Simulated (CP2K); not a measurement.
Runs of CP2K 2026.2 on Fe. It takes space group Im-3m (No. 229, cubic). The conventional cell has a = 2.886 Å, b = 2.886 Å, c = 2.886 Å, α = 90.00°, β = 90.00°, γ = 90.00°. Fe (site symmetry m-3m) is surrounded by 8 Fe at 2.50 Å. 

| task | level | potentials or basis | smearing | EPS_DEFAULT | NGRIDS | basis sets | potentials | points a segment of the path (NPOINTS) | gap on the mesh (eV) | pressure (GPa) | moment (μB) |
| --- | --- | --- | --- | --- | --- | --- | --- | --- | --- | --- | --- |
| band structure | LDA | GTH_POTENTIALS Fe GTH-PADE-q16; TZVP-MOLOPT-PBE-GTH basis | fermi-dirac 0.01 eV | 1.0E-9 | 5 | Fe TZVP-MOLOPT-PBE-GTH-q16 | Fe GTH-PADE-q16 of GTH_POTENTIALS | 6 | none | -18.6 | 2.53 |
| single point | PBE | POTENTIAL_UZH Fe GTH-PBE-q16; TZVP-MOLOPT-PBE-GTH basis | fermi-dirac 0.05 eV | 1.0E-10 | 4 | Fe TZVP-MOLOPT-PBE-GTH-q16 | Fe GTH-PBE-q16 of POTENTIAL_UZH | - | none | -3.4 | (c) |
| band structure | r2SCAN | POTENTIAL_UZH Fe GTH-SCAN-q16; TZVP-MOLOPT-SCAN-GTH basis | fermi-dirac 0.1 eV | 1.0E-10 | 4 | Fe TZVP-MOLOPT-SCAN-GTH-q16 | Fe GTH-SCAN-q16 of POTENTIAL_UZH | 6 | none | 1.8 | 2.77 |
| single point | PBE | POTENTIAL_UZH Fe GTH-PBE-q16; TZVP-MOLOPT-PBE-GTH basis | gaussian 0.028 eV | 1.0E-10 | 5 | Fe TZVP-MOLOPT-PBE-GTH-q16 | Fe GTH-PBE-q16 of POTENTIAL_UZH | - | none | (a) | 2.53 |
| band structure | PBE | POTENTIAL_UZH Fe GTH-PBE-q16; TZVP-MOLOPT-PBE-GTH basis | fermi-dirac 0.05 eV | 1.0E-9 | 4 | Fe TZVP-MOLOPT-PBE-GTH-q16 | Fe GTH-PBE-q16 of POTENTIAL_UZH | 8 | none | -3.4 | (b) |
| band structure | PBEsol | POTENTIAL_UZH Fe GTH-PBE-q16; TZVP-MOLOPT-PBE-GTH basis | fermi-dirac 0.1 eV | 1.0E-9 | 5 | Fe TZVP-MOLOPT-PBE-GTH-q16 | Fe GTH-PBE-q16 of POTENTIAL_UZH | 6 | none | -12.5 | 2.47 |

Alike in all rows: spin collinear, ferromagnetic start; cell as given; k mesh 13 × 13 × 13.

Task: Estimate the missing entries.

Result: (a) -2.4; (b) 2.48; (c) 2.49.

Caveats: the basis of atomic orbitals isn't converged, which shifts pressures, moduli and gaps; so large a pressure means that the cell lies far from this level's equilibrium, or that cutoff or potentials fall short (some runs); the potentials were made for another functional, which shifts forces and pressure (some runs).

A k mesh can miss the band edges.

A gap of «none» marks a metal or a gap under the smearing width.

Not every run made on this cell is shown here.
